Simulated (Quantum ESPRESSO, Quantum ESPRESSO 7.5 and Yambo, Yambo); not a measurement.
**How the form of the self-energy moves the gap of SiC (P6_3mc)**

How much does the gap of SiC (P6_3mc) depend on the approximation to the self-energy?

Method: PBE and many-body steps on it, plane waves, in Quantum ESPRESSO 7.5 and Yambo 5.3.0.

**What was measured.**

- Gap 3.33 eV: band gap at cryogenic temperature; bulk crystal (literature value) (quoted in “Silicon carbide diodes for neutron detection”, 2020, arxiv:2009.14696).

**1. The structure**

It takes space group P6_3mc (No. 186, hexagonal). Conventional cell: a = 3.074 Å, b = 3.074 Å, c = 5.045 Å, α = 90.00°, β = 90.00°, γ = 120.00°. Nearest to Si lie 4 C at 1.88 to 1.90 Å. C has 4 Si at 1.88 to 1.90 Å nearest. Farther neighbours are not listed.

The cell and positions are those that the Materials Project relaxed with its own functionals (PBE, PBE+U or r2SCAN), kept fixed.

**2. Empty states on the mesh, 3×3×4 mesh, 495 bands**

This step: Quantum ESPRESSO 7.5; DFT, PBE, plane waves, norm-conserving pseudopotentials.

The sums over transitions need many empty states on a uniform mesh; this step solves for them.

Input file pw.in:

```
&control
  calculation = 'nscf'
  prefix = 'x'
  outdir = 'o'
  pseudo_dir = 'pseudo'
/
&system
  ibrav = 0
  nat = 4
  ntyp = 2
  ecutwfc = 74.0
  nbnd = 495
  force_symmorphic = .true.
/
&electrons
  conv_thr = 1e-9
  electron_maxstep = 80
  diago_full_acc = .true.
  diago_thr_init = 5e-6
/
ATOMIC_SPECIES
  Si 28.085 Si.upf
  C 12.011 C.upf
CELL_PARAMETERS angstrom
  3.0735139282 0.0000000000 0.0000000000
  -1.5367569641 2.6617411407 0.0000000000
  0.0000000000 0.0000000000 5.0452477100
ATOMIC_POSITIONS crystal
  Si 0.3333333333 0.6666666667 0.4996024000
  Si 0.6666666667 0.3333333333 0.9996024000
  C 0.3333333333 0.6666666667 0.8753976000
  C 0.6666666667 0.3333333333 0.3753976000
K_POINTS automatic
  3 3 4 0 0 0
```

The run is started by

```sh
> OMP_NUM_THREADS=1 mpirun -n 4 pw.x -nk 4 -in pw.in > pw.out
```

Output:

```text
Program PWSCF v.7.5 starts

     This program is part of the open-source Quantum ESPRESSO suite
     for quantum simulation of materials; please cite
         "P. Giannozzi et al., J. Phys.:Condens. Matter 21 395502 (2009);
         "P. Giannozzi et al., J. Phys.:Condens. Matter 29 465901 (2017);
         "P. Giannozzi et al., J. Chem. Phys. 152 154105 (2020);
     in publications or presentations arising from this work. More details at

     Atomic positions and unit cell read from directory:
     o/x.save/

     Message from routine setup:
[...]
78.0525  78.0525  78.0525  78.0525  78.7377  78.7377  79.3941  79.3941
     [... 50 further rows ...]
   284.7686 284.7686 284.8014 284.8014 284.8014 284.8014 285.2554 285.2554
   285.2554 285.2554 285.7419 285.7419 287.3351 287.3351 293.3181

          k = 0.0000 0.3849 0.0000 (  2992 PWs)   bands (ev):

     [... further k-points ...]

     highest occupied, lowest unoccupied level (ev):     9.6798   11.9551

     XML data file, pseudopotentials, collected wavefunctions

=------------------------------------------------------------------------------=
   JOB DONE.
=------------------------------------------------------------------------------=
```

The job ended after 82 s (4 MPI ranks of Arm Neoverse V1, shared host; peak memory 0.82 GiB).

Numbers from this step:

| Property | Result |
| --- | --- |
| gap | 2.275 eV |
| k of the valence top | 0, 0, 0 |
| k of the conduction bottom | 0.3333, 0.3333, 0 |
| least direct gap | 4.293 eV |
| k points computed | 10 |
| lowest point of the top converged band, above the valence top | 278.6746 eV |

On this mesh the gap is 2.275 eV.

The density comes from a self-consistent run that is not shown.

**3. Conversion and set-up**

This step: Yambo 5.3.0; conversion and set-up on PBE, plane waves, norm-conserving pseudopotentials.

The states are converted to the many-body program's format and the q mesh is built.

The run is started by

```sh
> (cd o/x.save; p2y > p2y.log; mv SAVE ../..); yambo > setup.log
```

Output:

```text
 Yambo, version 5.3.0

 [02] CORE Variables Setup
 =========================

  [02.01] Unit cells
  ==================

  Cell kind             :  HCP
  Atoms in the cell     :  Si  C
  number of Si atoms    :  2
  number of C  atoms    :  2

  List of atomic masses
  Mass of Si    :  28.08500
  Mass of C     :  12.01100

  List of atomic coordinates    : [cc]
  Si1       : -0.29041E-09   3.3533       4.7633      order 1
  Si2       :  2.904050  1.676654  9.530346  order 2
  C1       : -0.29041E-09   3.3533       8.3462      order 3
[...]
IBZ Q-points                                      :  10
 BZ  Q-points                                      :   36

 K/Q-points units:
 rlu = crystal or reduced units; cc = cartesian coordinates; iku = interal k-units

 Q [ 1]         [rlu]:  0.000000  0.000000  0.000000
 Q [ 2]         [rlu]:  0.000000  0.000000  0.250000
 Q [ 3]         [rlu]:  0.000000  0.000000 -0.500000
[...]
Q [ 8]         [rlu]:  0.333333  0.333333  0.250000
 Q [ 9]         [rlu]:  0.333333  0.333333 -0.500000
 Q [10]         [rlu]: -0.13002E-17 -0.33333      0.25000

  [03.01] X indexes
  =================

   [03.01.01] Sigma indexes
   ========================

 [06] Game Over & Game summary
```

Wall time 2.2 s (1 MPI rank); peak memory 0.23 GiB.

**4. G0W0, Godby-Needs plasmon pole**

G0W0 replaces the xc potential by the self-energy, built once from these orbitals. Only a window of levels is corrected, while the sums run over the empty bands that the input names.

This step: G0W0 on PBE, plane waves, norm-conserving pseudopotentials.

Input file gw2.in:

```
HF_and_locXC
gw0
dyson
ppa
em1d
rim_cut
RandQpts= 1000000
RandGvec= 1 RL
EXXRLvcs= 74 Ry
VXCRLvcs= 296 Ry
Chimod= "HARTREE"
% BndsRnXp
 1 | 206 |
%
NGsBlkXp= 17 Ry
% LongDrXp
 1 | 1 | 1 |
%
% GbndRnge
 1 | 206 |
%
DysSolver= "n"
ExtendOut
PPAPntXp= 27.21138 eV
% QPkrange
 1 | 1 | 7 | 10 |
 7 | 7 | 7 | 10 |
 4 | 4 | 7 | 10 |
%
```

The run is started by

```sh
> OMP_NUM_THREADS=1 mpirun -n 4 yambo -F gw2.in -J gw2 -C gw2 > gw2.log
```

Output:

```text
 Yambo, version 5.3.0

 [02] CORE Variables Setup
 =========================

  [... cell, symmetries and grids as in the set-up ...]

  [02.05] Energies & Occupations
  ==============================

  [X] === General ===
  [X] Electronic Temperature                        :  0.000000  0.000000 [eV K]
  [X] Bosonic    Temperature                        :  0.000000  0.000000 [eV K]
  [X] Finite Temperature mode                       : no
  [X] El. density                                   :  0.38765E+24 [cm-3]
  [X] Fermi Level                                   :  9.679822 [eV]

  [X] === Gaps and Widths ===
  [X] Conduction Band Min                           :  2.275274 [eV]
  [X] Valence Band Max                              :  0.000000 [eV]
  [X] Filled Bands                                  :   8
  [X] Empty Bands                                   :     9   495
  [X] Direct Gap                                    :  4.293375 [eV]
  [X] Direct Gap localized at k                     :   4
  [X] Indirect Gap                                  :  2.275274 [eV]
  [X] Indirect Gap between kpts                     :   1   7
  [X] Last valence band width                       :  3.841673 [eV]
  [X] 1st conduction band width                     :  3.637217 [eV]

 [03] Transferred momenta grid and indexing
 ==========================================

 IBZ Q-points                                      :  10
 BZ  Q-points                                      :   36

 K/Q-points units:
 rlu = crystal or reduced units; cc = cartesian coordinates; iku = interal k-units

 Q [ 1]         [rlu]:  0.000000  0.000000  0.000000
 Q [ 2]         [rlu]:  0.000000  0.000000  0.250000
 Q [ 3]         [rlu]:  0.000000  0.000000 -0.500000
 Q [ 4]         [rlu]:  0.13002E-17  0.33333       0.0000
 Q [ 5]         [rlu]:  0.13002E-17  0.33333      0.25000
 Q [ 6]         [rlu]:  0.13002E-17  0.33333     -0.50000
 Q [ 7]         [rlu]:  0.333333  0.333333  0.000000
 Q [ 8]         [rlu]:  0.333333  0.333333  0.250000
 Q [ 9]         [rlu]:  0.333333  0.333333 -0.500000
 Q [10]         [rlu]: -0.13002E-17 -0.33333      0.25000

 [04] Coloumb potential Random Integration (RIM)
 ===============================================

  [04.01] RIM initialization
  ==========================

  * Diagonal components only detected *

  8 x (sBL volume)        :  0.197901 [a.u.]
  sBZ random points       :  1000000
  Points outside the sBZ  :   7980387
  RL volume               :  0.890552 [a.u.]
  Integrated volume       :  0.892741 [a.u.]

  [04.02] RIM integrals
  =====================

  Gamma point sphere radius             :  0.105706 [a.u.]
  Points outside the sphere             :   813532
  [Int_sBZ(q=0) 1/q^2]*(Vol_sBZ)^(-1/3) =:  7.220554
                                 should be <:  7.795600

  Summary of Coulomb integrals for non-metallic bands |Q|[au] RIM/Bare

  Q [1] 0.100000E-4 0.926235 * Q [2] 0.164755 0.634104
  Q [3] 0.329510 0.865201 * Q [4] 0.416384 1.148315
  Q [5] 0.447794 1.092429 * Q [10] 0.447794 1.091223
  Q [6] 0.530992 1.025609 * Q [7] 0.721198 1.047178
  Q [8] 0.739778 1.040957 * Q [9] 0.792908 1.027150

 [WARNING] [Xp] User bands 1-206 break level degeneracy

 [05] Dipoles
 ============

  [05.01] Setup: observables and procedures
  =========================================

  [WARNING] [x,Vnl] slows the Dipoles computation. To neglect it rename the ns.kb_pp file

 [06] Dynamic Dielectric Matrix (PPA)
 ====================================

 [WR./gw2//ndb.pp]---------------------------------------------------------------
  Brillouin Zone Q/K grids (IBZ/BZ)                :   10   36   10   36
  RL vectors                                       :   3863 [WF]
  Coulomb cutoff potential                         : none
  Electronic Temperature                           :  0.000000 [K]
  Bosonic    Temperature                           :  0.000000 [K]
  PPA    diel. fun.  energies                      : Perdew, Burke & Ernzerhof(X)+Perdew, Burke & Ernzerhof(C)
  wavefunctions                                    : Perdew, Burke & Ernzerhof(X)+Perdew, Burke & Ernzerhof(C)
  Global Gauge                                     : length
  X matrix size                                    :   325
  X band range                                     :    1  206
  X e/h energy range                               : -1.000000 -1.000000 [eV]
  X Time ordering                                  : R
  X Hxc Kernel                                     : HARTREE
  X Drude frequency                                :  0.000000  0.000000
  X poles                                          :  100.0000 [o/o]
  RL vectors in the sum                            :   3863
  [r,Vnl] included                                 : yes
  Field direction                                  :  0.577350E-5  0.577350E-5  0.577350E-5
  BZ energy Double Grid                            : no
  BZ energy DbGd points                            : 0
  BZ Q point size factor                           : -1.000000
  X Optical Averaged directions                    : none

 [07] Local Exchange-Correlation + Non-Local Fock
 ================================================

 [VXC] Plane waves :  23897
 [EXS] Plane waves :  2997

 QP @ state[ 1 ] K range:  1  1
 QP @ state[ 1 ] b range:   7  10
 QP @ state[ 2 ] K range:   4   4
 QP @ state[ 2 ] b range:   7  10
 QP @ state[ 3 ] K range:   7   7
 QP @ state[ 3 ] b range:   7  10

 [xc] Functional : Perdew, Burke & Ernzerhof(X)+Perdew, Burke & Ernzerhof(C)
 [xc] LIBXC used to calculate xc functional
  PP Number of Atomic Species                      :  2
  NLCC RL compoments                               :  23897
  PP Number of Atomic Species                      :  2
  NLCC RL compoments                               :  23897

 [xc] E_xc :  -6.122893 [Ha]
      E_xc :  -12.24579 [Ry]

  Local XC kind (lXC) : Perdew, Burke & Ernzerhof(X)+Perdew, Burke & Ernzerhof(C)
  Non-Local XC kind (nlXC) : Hartree-Fock

  Corrections @ K [1] :  [eV]
 <7|nlXC|7> = -17.90070 -0.75369E-17 <7|lXC|7> = -15.07649 -0.37763E-15
 <8|nlXC|8> = -17.89996  0.23054E-17 <8|lXC|8> = -15.07649  0.18882E-15
 <9|nlXC|9> = -6.642601 -0.31287E-17 <9|lXC|9> = -12.10977  0.000000
 <10|nlXC|10> = -7.132412 -0.42845E-18 <10|lXC|10> = -12.77445  0.000000

  Corrections @ K [4] :  [eV]
 <7|nlXC|7> = -16.72897 -0.23772E-16 <7|lXC|7> = -13.77183  0.37763E-15
 <8|nlXC|8> = -17.81726  0.20993E-16 <8|lXC|8> = -14.66735 -0.94408E-16
[...]
Corrections @ K [7] :  [eV]
[...]
<8|nlXC|8> = -16.98770 -0.12933E-16 <8|lXC|8> = -13.15182  0.18882E-15
 <9|nlXC|9> = -5.496468 -0.35002E-19 <9|lXC|9> = -9.860270 -0.51630E-17
 <10|nlXC|10> = -6.335978 -0.19368E-18 <10|lXC|10> = -12.29223 -0.28323E-15

 [08] Dyson equation: Newton solver
 ==================================

  [08.01] G0W0 (W PPA)
  ====================

  [  GW  ] Bands range     :    1  206
  [GW/PPA] G damping       :  0.100000 [eV]

  QP @ state[ 1 ] K range:  1  1
  QP @ state[ 1 ] b range:   7  10
  QP @ state[ 2 ] K range:   4   4
  QP @ state[ 2 ] b range:   7  10
  QP @ state[ 3 ] K range:   7   7
  QP @ state[ 3 ] b range:   7  10

   Sc/G bands                                       :    1  206
   Sc/G damping                                     :  0.100000 ev
   Sc bands terminator                              : no
   Sx RL components                                 :  2997

   QP @ state[ 1 ] K range                          :  1  1
   QP @ state[ 1 ] b range                          :   7  10
   QP @ state[ 2 ] K range                          :   4   4
   QP @ state[ 2 ] b range                          :   7  10
   QP @ state[ 3 ] K range                          :   7   7
   QP @ state[ 3 ] b range                          :   7  10
   GF energies kind                                 : Perdew, Burke & Ernzerhof(X)+Perdew, Burke & Ernzerhof(C)
   GF WF`s kind                                     : Perdew, Burke & Ernzerhof(X)+Perdew, Burke & Ernzerhof(C)
   Xs energies kind                                 : Perdew, Burke & Ernzerhof(X)+Perdew, Burke & Ernzerhof(C)
   Xs WF`s kind                                     : Perdew, Burke & Ernzerhof(X)+Perdew, Burke & Ernzerhof(C)

 [11] Game Over & Game summary
```

Elapsed: 2.5 min, on 4 MPI ranks; peak memory 1.7 GiB.

Numbers from this step:

| Property | Result |
| --- | --- |
| G0W0 gap on the points computed | 3.007 eV |
| starting gap on the mesh | 2.275 eV |
| k of the valence top | 0, 0, 0 |
| k of the conduction bottom | 0.3333, 0.3333, 0 |
| least direct G0W0 gap on the computed points | 5.244 eV |
| Z at the valence top | 0.7952 |
| Z at the conduction bottom | 0.8275 |

The gap on the mesh goes from 2.28 eV to 3.01 eV, a correction of +0.73 eV.

(Continued in part 2 of 2.)

[Paths, hosts, dates, memory and timing lines, banners, echoed tables and standing remarks are left out of the program output.]

[Logs are printed without paths, hosts, clocks, repeated set-up lines and the standing remarks that a program may print on its own settings, such as how far it seeks lower states.]

[Runs of the session that timed out or met a known fault of the program may be left out.]

[Hosts, paths, dates, database ids (printed as entryN), source tags and the programs' standing remarks are cut or masked in the printed files.]
